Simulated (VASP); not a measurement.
# Ru, self-consistent run: which settings are enough?

Ru, P-1 (no. 2), 2 atoms in the cell. PBE; PAW potentials Ru_pv (PBE set). VASP 6.6.1. The atoms are moved at random off their ideal places.

Wanted: energy within 1 meV/atom; forces within 0.005 eV/Å; pressure within 0.1 GPa.

POSCAR:
```
Ru
1.0
    2.7058000000      0.0000000000      0.0000000000
   -1.3529000000      2.3432915376      0.0000000000
    0.0000000000      0.0000000000      4.2819000000
Ru
2
Direct
    0.6707950000      0.3370010000      0.7501480000
    0.3350960000      0.6705620000      0.2493440000
```

## FFT grids and symmetry tolerance typed by hand

| FFT grids and symmetry tolerance typed by hand | Energy less reference (meV/atom) | Forces, largest deviation (eV/Å) | Pressure (GPa) | SCF iterations | Time (s) |
|---|---|---|---|---|---|
| default | 0.0 | 0.0000 | 4.07 | 14 | 51 |
| NGX, NGY, NGZ = 26, 26, 40 | 0.0 | 0.0000 | 4.07 | 14 | 90 |
| NGX, NGY, NGZ = 16, 16, 24 | 0.0 | 0.0001 | 4.07 | 14 | 27 |
| NGX, NGY, NGZ = 14, 14, 20 | 0.0 | 0.0001 | 4.06 | 14 | 28 |
| NGX, NGY, NGZ = 12, 12, 18 | 0.2 | 0.0002 | 4.07 | 14 | 21 |
| NGXF, NGYF, NGZF = 30, 30, 46 | 0.0 | 0.0000 | 4.07 | 14 | 46 |
| NGXF, NGYF, NGZF = 58, 58, 90 | 0.0 | 0.0000 | 4.07 | 14 | 48 |
| SYMPREC = 0.001 | 0.0 | 0.0000 | 4.07 | 14 | 46 |
| SYMPREC = 1e-08 | 0.0 | 0.0000 | 4.07 | 14 | 44 |
| EWALD_CUTOFF = 2.0 | -8112.6 | 0.1962 | -58.49 | 14 | 45 |
| EWALD_CUTOFF = 8.0 | 0.0 | 0.0000 | 4.08 | 14 | 44 |

Chosen: default; NGX, NGY, NGZ = 12, 12, 18 would be accurate enough too and is faster here.

## The input

INCAR:
```
PREC = Accurate
ENCUT = 450
EDIFF = 1E-7
ISMEAR = 1
SIGMA = 0.1
LREAL = F
LASPH = T
ALGO = Normal
NELM = 100
ISIF = 2
LWAVE = F
LCHARG = F
```

KPOINTS:
```
k-points
0
Gamma
  9 9 5
```

Commands:
```
cat potpaw_PBE.64/Ru_pv/POTCAR > POTCAR
mpirun -np 1 vasp_std > vasp.out
```

The chosen input took VASP 6.6.1 51 s on 1 core (Intel Xeon Platinum 8488C (Sapphire Rapids)), a shared host.

## An input that fails: an FFT grid typed too coarse

It runs to its end, but against the unchanged starting input it is off by 375.2 meV/atom in the energy, 0.0322 eV/Å in the forces, 16.34 GPa in the pressure.

Changes against the starting input:
```
+ NGX = 8
+ NGY = 8
+ NGZ = 12
```
